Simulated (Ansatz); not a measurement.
## Guessed and relaxed cells of BP

A trial structure of BP was built thus: ordered vacancies on the anion sites of aluminium diboride (P6_3/mmc, No. 194) (occupants of the shared sites, in ratio, P: 2, vacant: 2). Lengths were set from tabulated atomic sizes, so they are only a guess.

start.cif

```cif
data_structure
_symmetry_space_group_name_H-M 'P 1'
_symmetry_Int_Tables_number 1
_cell_length_a 2.8965
_cell_length_b 2.8965
_cell_length_c 6.2565
_cell_angle_alpha 90.000
_cell_angle_beta 90.000
_cell_angle_gamma 120.000
_cell_volume 45.46
loop_
_atom_site_label
_atom_site_type_symbol
_atom_site_fract_x
_atom_site_fract_y
_atom_site_fract_z
_atom_site_occupancy
B1 B 0.00000 0.00000 0.00000 1
B2 B 0.00000 0.00000 0.50000 1
P1 P 0.33333 0.66667 0.25000 1
P2 P 0.66667 0.33333 0.75000 1
```

Theory: Ansatz, DFT PBE, scalar-relativistic, plane waves, PAW. Cutoff 420 eV, Gaussian smearing, Γ-centred meshes. Cell and atoms relax first on a coarse mesh and then on a finer one. In between, the cell is made exact in the group found at 0.06 Å. In metals the finer mesh still leaves noise of several meV/atom or more. The steps can't lower the symmetry of their start. No spin polarisation.

end.cif

```cif
data_structure
_symmetry_space_group_name_H-M 'P 1'
_symmetry_Int_Tables_number 1
_cell_length_a 3.0668
_cell_length_b 3.0668
_cell_length_c 5.0789
_cell_angle_alpha 90.000
_cell_angle_beta 90.000
_cell_angle_gamma 120.000
_cell_volume 41.37
loop_
_atom_site_label
_atom_site_type_symbol
_atom_site_fract_x
_atom_site_fract_y
_atom_site_fract_z
_atom_site_occupancy
B1 B 0.00000 0.00000 0.00000 1
B2 B 0.00000 0.00000 0.50000 1
P1 P 0.33333 0.66667 0.25000 1
P2 P 0.66667 0.33333 0.75000 1
```

The symmetry stays P6_3/mmc (No. 194). The end has the nickel arsenide type. The volume per atom shrinks by 9.0 %, from 11.4 to 10.3 Å³. The shortest distance goes from 2.29 Å (B–P) to 2.18 Å (B–P). The ratio c/a of the conventional cell changes by a factor of 0.77. The energy falls by about 0.29 eV/atom (the start's value is from the coarse mesh).

```
Volume per atom                             : 10.34 Å³
Density                                     : 3.35 g/cm³
Formation energy                            : +0.76 eV/atom
Gap on the 18×18×10 mesh of the 4-atom cell : 0 eV (a metal)
```

Formation energies are uncorrected and refer to the elements' standard structures at the same level. The references include black phosphorus. A positive value: parting into the elements would lower its energy.

The last run used Gaussian smearing of 0.10 eV. The reference form of P is held partly by dispersion forces, which this level lacks. A structure relaxed within its symmetry needn't be a true minimum. In all, the 3 runs took 68 s on 1 thread of Intel(R) Xeon(R) Platinum 8259CL CPU @ 2.50GHz (Skylake/Cascade Lake), with other jobs on the host. Another cell of BP relaxed alike, in R-3m, lies 0.81 eV/atom lower, so this cell isn't the stable form at this level.
